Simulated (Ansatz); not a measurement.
# CHF3: the cost of one run

Computed with Ansatz 0.2.0 (the levels named in each step, unless a step's input says otherwise).

**1. The system as given**

Bond lengths: F1–C2 1.328 Å, C2–F3 1.328 Å, C2–F4 1.328 Å, C2–H5 1.104 Å. Angles: F1–C2–F3 108.4°, F1–C2–F4 108.4°, F1–C2–H5 110.6°, F3–C2–F4 108.4°, F3–C2–H5 110.5°, F4–C2–H5 110.5°.

Structure file:

```xyz
5

F     1.0997   -0.5840   -0.0793
C     0.0081    0.0302    0.3618
F    -1.0513   -0.6716   -0.0226
F    -0.0553    1.2296   -0.2044
H     0.0319    0.1217    1.4616
```

**2. A rough first relaxation, PBE-D4/def2-SVP**

This run stands in another session on the same molecule. It ended at:

```xyz
5

F     1.1156   -0.5925   -0.0804
C     0.0079    0.0299    0.3596
F    -1.0669   -0.6813   -0.0239
F    -0.0563    1.2473   -0.2077
H     0.0328    0.1226    1.4695
```

**3. Relaxation, PBE0-D4/def2-TZVPP**

This run stands in another session on the same molecule. It ended at:

```xyz
5

F     1.1036   -0.5857   -0.0757
C     0.0080    0.0302    0.3634
F    -1.0552   -0.6736   -0.0198
F    -0.0556    1.2341   -0.2016
H     0.0324    0.1210    1.4508
```

**4. Frequencies, PBE0-D4/def2-TZVPP**

Input file input.yaml:

```yaml
crystal:
  periodic: [false, false, false]
  atoms:
    - { symbol: F, position_ang: [1.10359527, -0.58570462, -0.07567007] }
    - { symbol: C, position_ang: [0.00797626, 0.03020346, 0.36335361] }
    - { symbol: F, position_ang: [-1.05520033, -0.67356567, -0.01982522] }
    - { symbol: F, position_ang: [-0.05563359, 1.23406255, -0.2015702] }
    - { symbol: H, position_ang: [0.03241239, 0.12100428, 1.45081188] }
basis:
  gaussian: { orbitals: def2-TZVPP }
hamiltonian:
  xc: pbe0
  dispersion: d4
phonons: {}
```

Run with:

```bash
> ansatz run input.yaml --threads 4 --pin off --max-ram 10240MiB --backend cpu --events-out ev --progress --plain --runs-dir out
```

What time and memory should one allow on 4 threads of Intel Xeon at 2.50GHz (Skylake/Cascade Lake), shared host?

About 38 s, with a peak of 0.22 GiB.
